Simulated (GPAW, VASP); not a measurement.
This is a calculation of HfB2 for GPAW 26.7.0 (ASE script). 

Contents of run.py:

```python
from ase.dft.bandgap import bandgap
from ase.io import read, write
from ase.units import GPa
from gpaw import GPAW, PW

atoms = read('HfB2.xyz')

calc = GPAW(mode=PW(800),
            xc='LDA',
            kpts={'size': (10, 10, 8), 'gamma': True},
            occupations={'name': 'fermi-dirac', 'width': 0.05},
            setups={'Hf': ':d,3.0'},
            nbands=20,
            convergence={'density': 1e-05, 'energy': 1e-05},
            maxiter=150,
            txt='gpaw.txt')
atoms.calc = calc
energy = atoms.get_potential_energy()
forces = atoms.get_forces()
stress = atoms.get_stress()
calc.write('gs.gpw')
write('result.traj', atoms)
print(f'Energy: {energy:.6f} eV')
print('Forces (eV/A):')
print(forces.round(4))
print('Stress (GPa):', (stress / GPa).round(3))
print('Fermi level:', round(calc.get_fermi_level(), 4), 'eV')
print(f'Gap: {bandgap(calc)[0]:.4f} eV, direct: {bandgap(calc, direct=True)[0]:.4f} eV')
```

HfB2.xyz

```xyz
3
Lattice="3.1400000000 0.0000000000 0.0000000000 -1.5700000000 2.7193197679 0.0000000000 0.0000000000 0.0000000000 3.4800000000" Properties=species:S:1:pos:R:3 pbc="T T T"
Hf     0.0000000000      0.0000000000      0.0000000000
B      1.5700000002      0.9064399225      1.7400000000
B     -0.0000000002      1.8128798454      1.7400000000
```

Potentials or basis: the program's PAW data sets (release 1.2.1) made for this functional, pw.

Command:

```console
$ OMP_NUM_THREADS=1 python run.py
```

What does the same run look like in VASP 6.6.1? Potentials or basis there: LDA PAW files B, Hf_pv, 520 eV.

As run (cutoffs and basis follow the program's own potentials, and thresholds, step limits or extra output files can differ):

Contents of INCAR:

```
SYSTEM = HfB2
ALGO = Fast
EDIFF = 1E-7
ENCUT = 520
ISIF = 2
ISMEAR = -1
LASPH = .True.
LCHARG = .False.
LDAU = .True.
LDAUJ = 0 0
LDAUL = 2 -1
LDAUPRINT = 1
LDAUTYPE = 2
LDAUU = 3 0
LMAXMIX = 4
LREAL = .False.
LWAVE = .False.
NBANDS = 15
NELM = 100
PREC = Accurate
SIGMA = 0.05
```

KPOINTS

```
k-points
0
Gamma
  10 10 8
  0 0 0
```

The input POSCAR:

```
HfB2
1.0
    3.1400000000      0.0000000000      0.0000000000
   -1.5700000000      2.7193197679      0.0000000000
    0.0000000000      0.0000000000      3.4800000000
Hf B
1 2
Direct
    0.0000000000      0.0000000000      0.0000000000
    0.6666666667      0.3333333333      0.5000000000
    0.3333333333      0.6666666667      0.5000000000
```

Potentials or basis: VASP PAW LDA potentials, release 64 (Hf_pv, B).

Launch:

```sh
$ cat potpaw_LDA.64/Hf_pv/POTCAR potpaw_LDA.64/B/POTCAR > POTCAR
$ mpirun -np 1 vasp_std > vasp.out
```

Both were run:

|  | GPAW | VASP |
| --- | --- | --- |
| Pressure | -1.3 GPa | -1.2 GPa |

The potentials hold 18 and 16 valence electrons a cell.

The two programs' LDA may be different fits to the electron gas.

How U acts hangs on each program's projectors.

Pressure is positive in compression.
